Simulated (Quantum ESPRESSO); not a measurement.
# HfN (Pm-3m) in Quantum ESPRESSO: a series of runs, part 2 of 3

Quantum ESPRESSO 7.5. The steps go on from the part before.

### 4 Phonons, PBE

The input, pw.in:

```
&CONTROL
  calculation = 'scf'
  prefix = 'pwscf'
  outdir = './tmp'
  pseudo_dir = './pseudo'
  tprnfor = .true.
  tstress = .true.
  disk_io = 'low'
/
&SYSTEM
  ibrav = 0
  nat = 2
  ntyp = 2
  ecutwfc = 88
  nbnd = 15
  occupations = 'smearing'
  smearing = 'mv'
  degauss = 0.01469973
/
&ELECTRONS
  conv_thr = 4d-10
  electron_maxstep = 120
  mixing_beta = 0.5
/
ATOMIC_SPECIES
Hf   178.4900 72_Hf_12_2.3_3.0_pbe_n_v1.0.upf
N     14.0070 07_N_5_1.2_1.4_pbe_n_v1.0.upf
CELL_PARAMETERS angstrom
   2.8250300000    0.0000000000    0.0000000000
   0.0000000000    2.8250300000    0.0000000000
   0.0000000000    0.0000000000    2.8250300000
ATOMIC_POSITIONS crystal
Hf     0.5000000000    0.5000000000    0.5000000000
N      0.0000000000    0.0000000000    0.0000000000
K_POINTS automatic
9 9 9 0 0 0
```

The input, scf2.in:

```
&CONTROL
  calculation = 'scf'
  prefix = 'pwscf'
  outdir = './tmp'
  pseudo_dir = './pseudo'
  tprnfor = .true.
  tstress = .true.
  disk_io = 'low'
/
&SYSTEM
  ibrav = 0
  nat = 2
  ntyp = 2
  ecutwfc = 88
  nbnd = 15
  occupations = 'smearing'
  smearing = 'mv'
  degauss = 0.01469973
/
&ELECTRONS
  conv_thr = 1d-13
  electron_maxstep = 120
  mixing_beta = 0.5
  startingpot = 'file'
  startingwfc = 'file'
/
ATOMIC_SPECIES
Hf   178.4900 72_Hf_12_2.3_3.0_pbe_n_v1.0.upf
N     14.0070 07_N_5_1.2_1.4_pbe_n_v1.0.upf
CELL_PARAMETERS angstrom
   2.8250300000    0.0000000000    0.0000000000
   0.0000000000    2.8250300000    0.0000000000
   0.0000000000    0.0000000000    2.8250300000
ATOMIC_POSITIONS crystal
Hf     0.5000000000    0.5000000000    0.5000000000
N      0.0000000000    0.0000000000    0.0000000000
K_POINTS automatic
9 9 9 0 0 0
```

The input, ph.in:

```
phonons of HfN
&INPUTPH
  prefix = 'pwscf'
  outdir = './tmp'
  tr2_ph = 1d-18
  fildyn = 'dyn'
  niter_ph = 90
  alpha_mix(1) = 0.4
/
0.0000000000 0.0000000000 0.0000000000
```

The input, dynmat.in:

```
&INPUT
  fildyn = 'dyn'
  asr = 'crystal'
  filout = 'dynmat.disp'
  fileig = 'dynmat.eig'
/
```

Potentials or basis: SPMS 1.0 PBE.

On the command line:

```console
OMP_NUM_THREADS=1 pw.x -in pw.in > pw.out
OMP_NUM_THREADS=1 pw.x -in scf2.in > scf2.out
OMP_NUM_THREADS=1 ph.x -in ph.in > ph.out
OMP_NUM_THREADS=1 dynmat.x -in dynmat.in > dynmat.out
```

pw.out:

```text
This program is part of the open-source Quantum ESPRESSO suite
     for quantum simulation of materials; please cite
         "P. Giannozzi et al., J. Phys.:Condens. Matter 21 395502 (2009);
         "P. Giannozzi et al., J. Phys.:Condens. Matter 29 465901 (2017);
         "P. Giannozzi et al., J. Chem. Phys. 152 154105 (2020);
     in publications or presentations arising from this work. More details at

     Message from routine setup:
     using ibrav=0 with symmetry is DISCOURAGED, use correct ibrav instead

     G-vector sticks info
     --------------------
     sticks:   dense  smooth     PW     G-vecs:    dense   smooth      PW
     Sum         793     793    241                17071    17071    2801

     Using Slab Decomposition

     bravais-lattice index     =            0
     lattice parameter (alat)  =       5.3385  a.u.
     unit-cell volume          =     152.1478 (a.u.)^3
     number of atoms/cell      =            2
     number of atomic types    =            2
     number of electrons       =        17.00
     number of Kohn-Sham states=           15
     kinetic-energy cutoff     =      88.0000  Ry
     charge density cutoff     =     352.0000  Ry
     scf convergence threshold =      4.0E-10
     mixing beta               =       0.5000
     number of iterations used =            8  plain     mixing
     Exchange-correlation= PBE
                           (   1   4   3   4   0   0   0)

     celldm(1)=   5.338533  celldm(2)=   0.000000  celldm(3)=   0.000000
     celldm(4)=   0.000000  celldm(5)=   0.000000  celldm(6)=   0.000000

     crystal axes: (cart. coord. in units of alat)
               a(1) = (   1.000000   0.000000   0.000000 )
               a(2) = (   0.000000   1.000000   0.000000 )
               a(3) = (   0.000000   0.000000   1.000000 )

     reciprocal axes: (cart. coord. in units 2 pi/alat)
               b(1) = (  1.000000  0.000000  0.000000 )
               b(2) = (  0.000000  1.000000  0.000000 )
               b(3) = (  0.000000  0.000000  1.000000 )

     PseudoPot. # 1 for Hf read from file:
     72_Hf_12_2.3_3.0_pbe_n_v1.0.upf
     Pseudo is Norm-conserving + core correction, Zval = 12.0
     Generated using ONCVPSP code by D. R. Hamann
     Using radial grid of 1660 points,  8 beta functions with:
                l(1) =   0
                l(2) =   0
                l(3) =   1
                l(4) =   1
                l(5) =   2
                l(6) =   2
                l(7) =   3
                l(8) =   3

     PseudoPot. # 2 for N  read from file:
     07_N_5_1.2_1.4_pbe_n_v1.0.upf
     Pseudo is Norm-conserving + core correction, Zval =  5.0
     Generated using ONCVPSP code by D. R. Hamann
     Using radial grid of 1066 points,  4 beta functions with:
                l(1) =   0
                l(2) =   0
                l(3) =   1
                l(4) =   1

     atomic species   valence    mass     pseudopotential
     Hf               12.00   178.49000     Hf( 1.00)
     N                 5.00    14.00700     N ( 1.00)

     48 Sym. Ops., with inversion, found

   Cartesian axes

     site n.     atom                  positions (alat units)
         1        Hf     tau(   1) = (   0.5000000   0.5000000   0.5000000  )
         2        N      tau(   2) = (   0.0000000   0.0000000   0.0000000  )

     number of k points=    35  Marzari-Vanderbilt smearing, width (Ry)=  0.0147
                       cart. coord. in units 2pi/alat
        k(    1) = (   0.0000000   0.0000000   0.0000000), wk =   0.0027435
        k(    2) = (   0.0000000   0.0000000   0.1111111), wk =   0.0164609
        k(    3) = (   0.0000000   0.0000000   0.2222222), wk =   0.0164609
        k(    4) = (   0.0000000   0.0000000   0.3333333), wk =   0.0164609
        k(    5) = (   0.0000000   0.0000000   0.4444444), wk =   0.0164609
        k(    6) = (   0.0000000   0.1111111   0.1111111), wk =   0.0329218
[... 27 lines left out ...]
        k(   34) = (   0.3333333   0.4444444   0.4444444), wk =   0.0658436
        k(   35) = (   0.4444444   0.4444444   0.4444444), wk =   0.0219479

     Dense  grid:    17071 G-vectors     FFT dimensions: (  32,  32,  32)

     Initial potential from superposition of free atoms

     starting charge      16.9981, renormalised to      17.0000
     Starting wfcs are   14 randomized atomic wfcs +    1 random wfcs

     Self-consistent Calculation

     iteration #  1     ecut=    88.00 Ry     beta= 0.50
     Davidson diagonalization with overlap
     ethr =  1.00E-02,  avg # of iterations =  4.1

     total energy              =    -133.62453178 Ry
     estimated scf accuracy    <       0.44863746 Ry

     iteration #  2     ecut=    88.00 Ry     beta= 0.50
     Davidson diagonalization with overlap
     ethr =  2.64E-03,  avg # of iterations =  2.1

     total energy              =    -133.72520943 Ry
     estimated scf accuracy    <       0.37133972 Ry

     iteration #  3     ecut=    88.00 Ry     beta= 0.50
     Davidson diagonalization with overlap
     ethr =  2.18E-03,  avg # of iterations =  1.3

     total energy              =    -133.79750827 Ry
     estimated scf accuracy    <       0.00755355 Ry

     iteration #  4     ecut=    88.00 Ry     beta= 0.50
     Davidson diagonalization with overlap
     ethr =  4.44E-05,  avg # of iterations =  2.7

     total energy              =    -133.79936760 Ry
     estimated scf accuracy    <       0.00046021 Ry

     iteration #  5     ecut=    88.00 Ry     beta= 0.50
     Davidson diagonalization with overlap
     ethr =  2.71E-06,  avg # of iterations =  2.7

     total energy              =    -133.79938707 Ry
     estimated scf accuracy    <       0.00006800 Ry

     iteration #  6     ecut=    88.00 Ry     beta= 0.50
     Davidson diagonalization with overlap
     ethr =  4.00E-07,  avg # of iterations =  1.2

     total energy              =    -133.79939508 Ry
     estimated scf accuracy    <       0.00000314 Ry

     iteration #  7     ecut=    88.00 Ry     beta= 0.50
     Davidson diagonalization with overlap
     ethr =  1.85E-08,  avg # of iterations =  1.3

     total energy              =    -133.79939483 Ry
     estimated scf accuracy    <       0.00000102 Ry

     iteration #  8     ecut=    88.00 Ry     beta= 0.50
     Davidson diagonalization with overlap
     ethr =  6.02E-09,  avg # of iterations =  1.6

     total energy              =    -133.79939494 Ry
     estimated scf accuracy    <       0.00000001 Ry

     iteration #  9     ecut=    88.00 Ry     beta= 0.50
     Davidson diagonalization with overlap
     ethr =  7.96E-11,  avg # of iterations =  2.0

     total energy              =    -133.79939494 Ry
     estimated scf accuracy    <          9.3E-10 Ry

     iteration # 10     ecut=    88.00 Ry     beta= 0.50
     Davidson diagonalization with overlap
     ethr =  5.46E-12,  avg # of iterations =  2.2

     End of self-consistent calculation

          k = 0.0000 0.0000 0.0000 (  2103 PWs)   bands (ev):

   -44.1791 -12.3208 -12.3208 -12.3208   1.7348  15.4319  15.4319  16.7635
    16.7635  16.7635  21.1494  24.2127  24.2127  24.2127  36.4299

          k = 0.0000 0.0000 0.1111 (  2104 PWs)   bands (ev):

   -44.1688 -12.4924 -12.3058 -12.3058   1.9692  14.7267  15.5522  16.5692
    16.5692  17.1923  21.9439  24.2600  24.2600  24.2787  34.4455

          k = 0.0000 0.0000 0.2222 (  2108 PWs)   bands (ev):

   -44.1424 -12.9059 -12.2677 -12.2677   2.5915  13.0626  15.8777  16.0920
    16.0920  18.8489  23.4325  24.4282  24.4282  24.4508  31.8234

          k = 0.0000 0.0000 0.3333 (  2108 PWs)   bands (ev):

   -44.1123 -13.3448 -12.2239 -12.2239   3.3963  11.3882  15.5744  15.5744
    16.2930  21.2773  24.6563  24.6991  24.6991  24.9314  29.7862

          k = 0.0000 0.0000 0.4444 (  2108 PWs)   bands (ev):

   -44.0926 -13.6159 -12.1951 -12.1951   4.0375  10.2809  15.2503  15.2503
    16.5980  23.2307  24.7967  24.9239  24.9239  26.6672  28.6558

          k = 0.0000 0.1111 0.1111 (  2115 PWs)   bands (ev):

   -44.1584 -12.4938 -12.4568 -12.2911   2.1836  14.7018  14.9449  16.4400
    16.4598  17.8816  22.1817  23.7179  24.5133  24.8100  34.3605

          k = 0.0000 0.1111 0.2222 (  2113 PWs)   bands (ev):

   -44.1322 -12.8858 -12.4301 -12.2536   2.7462  13.1341  15.0669  16.0950
    16.7279  19.2180  22.7052  23.4467  25.0981  25.1847  32.4049

          k = 0.0000 0.1111 0.3333 (  2104 PWs)   bands (ev):

   -44.1022 -13.3193 -12.3812 -12.2105   3.4563  11.5877  15.0829  15.6832
    16.8193  21.4110  23.3359  23.5798  25.0334  26.0192  30.5463

          k = 0.0000 0.1111 0.4444 (  2114 PWs)   bands (ev):

   -44.0826 -13.5876 -12.3487 -12.1821   4.0003  10.6016  14.9806  15.4094
    16.9220  23.1465  23.8882  23.9964  24.6731  27.4546  29.5078
[... 101 lines left out ...]
          k = 0.2222 0.3333 0.4444 (  2124 PWs)   bands (ev):

   -43.9934 -13.3455 -13.0511 -12.6075   4.0947  12.3746  12.6757  14.8996
    19.3765  21.3575  21.7234  24.6217  25.1406  28.2984  31.4560

          k = 0.2222 0.4444 0.4444 (  2125 PWs)   bands (ev):

   -43.9746 -13.2978 -13.2901 -12.5746   4.1369  12.4197  12.5674  14.2874
    19.1587  22.1098  22.5296  23.8737  26.3862  29.0533  31.2147

          k = 0.3333 0.3333 0.3333 (  2124 PWs)   bands (ev):

   -43.9837 -13.0747 -13.0111 -13.0111   4.2408  12.3442  12.3442  13.9629
    21.1503  21.7038  21.7038  24.9764  24.9764  26.5597  33.8374

          k = 0.3333 0.3333 0.4444 (  2129 PWs)   bands (ev):

   -43.9650 -13.2749 -13.0079 -12.9705   4.4189  11.9131  12.0185  13.5924
    21.5443  21.8660  22.6139  25.3159  25.5013  27.9433  31.0176

          k = 0.3333 0.4444 0.4444 (  2138 PWs)   bands (ev):

   -43.9464 -13.2310 -13.2242 -12.9488   4.6510  11.6383  11.7187  12.6549
    21.9964  23.3654  23.7776  25.1092  26.3363  28.2670  30.2435

          k = 0.4444 0.4444 0.4444 (  2152 PWs)   bands (ev):

   -43.9279 -13.1892 -13.1806 -13.1806   5.0667  11.2275  11.2275  11.5920
    24.4201  24.9846  24.9846  25.9212  25.9212  27.6126  29.5382

     the Fermi energy is    17.8538 ev

!    total energy              =    -133.79939494 Ry
     estimated scf accuracy    <          1.0E-11 Ry
     smearing contrib. (-TS)   =      -0.00029501 Ry
     internal energy E=F+TS    =    -133.79909993 Ry

     The total energy is F=E-TS. E is the sum of the following terms:
     one-electron contribution =      -5.23556997 Ry
     hartree contribution      =      13.24981105 Ry
     xc contribution           =     -33.96806009 Ry
     ewald contribution        =    -107.84528092 Ry

     convergence has been achieved in  10 iterations

     Forces acting on atoms (cartesian axes, Ry/au):

     atom    1 type  1   force =     0.00000000    0.00000000    0.00000000
     atom    2 type  2   force =     0.00000000    0.00000000    0.00000000

     Total force =     0.000000     Total SCF correction =     0.000000

     Computing stress (Cartesian axis) and pressure

          total   stress  (Ry/bohr**3)                   (kbar)     P=       -4.88
  -0.00003320   0.00000000   0.00000000           -4.88        0.00        0.00
   0.00000000  -0.00003320   0.00000000            0.00       -4.88        0.00
   0.00000000   0.00000000  -0.00003320            0.00        0.00       -4.88

=------------------------------------------------------------------------------=
   JOB DONE.
=------------------------------------------------------------------------------=
```

Wall time 2.2 min (1 thread of Arm Neoverse V1, shared host); peak memory 0.06 GiB.

Results:

| Item | Value |
| --- | --- |
| Free energy | -1820.4335 eV |
| Pressure after relaxing | -0.5 GPa |
| Band gap on the k mesh | none (metal or under the smearing width) |
| Highest phonon frequency at Γ | 241 cm⁻¹ |

Phonon frequencies in cm⁻¹ (negative: imaginary):
| q point | frequencies |
| --- | --- |
| (0.000, 0.000, 0.000) | 0 0 0 241 241 241 |

Optical modes at Γ, degenerate ones joined:
| cm⁻¹ | components | symmetry | active in |
| --- | --- | --- | --- |
| 241 | 3 | T1u | IR |

Caveat: the mesh is thin for the phonons of a metal.

(Continued in part 3 of 3.)
